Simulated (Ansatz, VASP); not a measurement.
# HfO2 in VASP and in Ansatz

File POSCAR:

```
HfO2
1.0
    1.3532593968      3.3831484920      3.3831484920
    3.3831484920      1.3532593968      3.3831484920
    3.3831484920      3.3831484920      1.3532593968
Hf O
1 2
Direct
    0.0000000000      0.0000000000      0.0000000000
    0.2500000000      0.2500000000      0.2500000000
    0.7500000000      0.7500000000      0.7500000000
```

File INCAR.step1:

```
PREC     = Accurate       # precision mode
ENCUT    = 520            # plane-wave cutoff, eV
ISMEAR   = 0              # smearing method
SIGMA    = 0.05           # smearing width, eV
LREAL    = F              # projectors in reciprocal space
LASPH    = T              # aspherical terms in the spheres
NELM     = 60             # most SCF steps
NBANDS   = 18             # bands
GGA      = PE             # functional
ALGO     = Normal         # electronic algorithm
EDIFF    = 1E-4           # SCF threshold, eV
LWAVE    = T              # write WAVECAR
LCHARG   = F              # write CHGCAR
```

The input INCAR.step2:

```
PREC     = Accurate       # precision mode
ENCUT    = 520            # plane-wave cutoff, eV
EDIFF    = 1E-7           # SCF threshold, eV
ISMEAR   = 0              # smearing method
SIGMA    = 0.05           # smearing width, eV
LREAL    = F              # projectors in reciprocal space
LASPH    = T              # aspherical terms in the spheres
NELM     = 60             # most SCF steps
ALGO     = Normal         # electronic algorithm
ISIF     = 2              # what is computed and relaxed
LWAVE    = F              # write WAVECAR
LCHARG   = F              # write CHGCAR
METAGGA  = R2SCAN         # meta-GGA
LMIXTAU  = T            
NBANDS   = 18             # bands
ISTART   = 1
```

Contents of KPOINTS:

```
regular mesh
0
Gamma
  8 8 8
```

Input for Ansatz:

```yaml
crystal:
  lattice:
    - [1.3532593968, 3.383148492, 3.383148492]
    - [3.383148492, 1.3532593968, 3.383148492]
    - [3.383148492, 3.383148492, 1.3532593968]
  atoms:
    - { symbol: Hf, position: [0.0, 0.0, 0.0] }
    - { symbol: O, position: [0.25, 0.25, 0.25] }
    - { symbol: O, position: [0.75, 0.75, 0.75] }
basis:
  ecutwfc: 500
kpoints:
  mp_grid: { grid: [8, 8, 8] }
hamiltonian:
  xc: r2scan
scf:
  occupations: { method: gaussian, width: 0.05 }
output:
  forces: true
  stress: true
  eigenvalues: true
```

Alike in both runs: task single point; functional r2SCAN; k mesh 8 × 8 × 8; occupations gaussian, width 0.05 eV; no spin polarisation.

|  | VASP | Ansatz |
| --- | --- | --- |
| version | VASP 6.6.1 | Ansatz 0.2.0 |
| potentials or method | VASP PAW PBE potentials, release 64 (Hf_pv, O) | scalar-relativistic, plane waves, PAW |
| plane-wave cutoff (eV) | 520 | 500 |
| valence electrons in the cell | 22 | 38 |

|  | VASP | Ansatz | Ansatz less VASP |
| --- | --- | --- | --- |
| gap on the k mesh at the Fermi level (eV) | 3.45 | 3.34 | -0.107 |
| least direct gap on the mesh (eV) | 4.10 | 4.01 | -0.092 |
| rms of the force components (eV/Å) | 0.656 | 0.531 | -0.1249 |

Atom by atom the forces differ by 0.125 eV/Å (rms over components). The functional is the same, so the differences come from potentials, cutoffs and numerics. The two sets of potentials don't hold the same shells in valence.

Caveats: the PAW data sets were made with another functional, which shifts forces and pressure a little (VASP); spin-orbit coupling is left out, which moves the levels of the heavy elements. A k mesh can miss the band edges. r2SCAN opens gaps a little over a GGA but as a rule still falls short of measured ones.
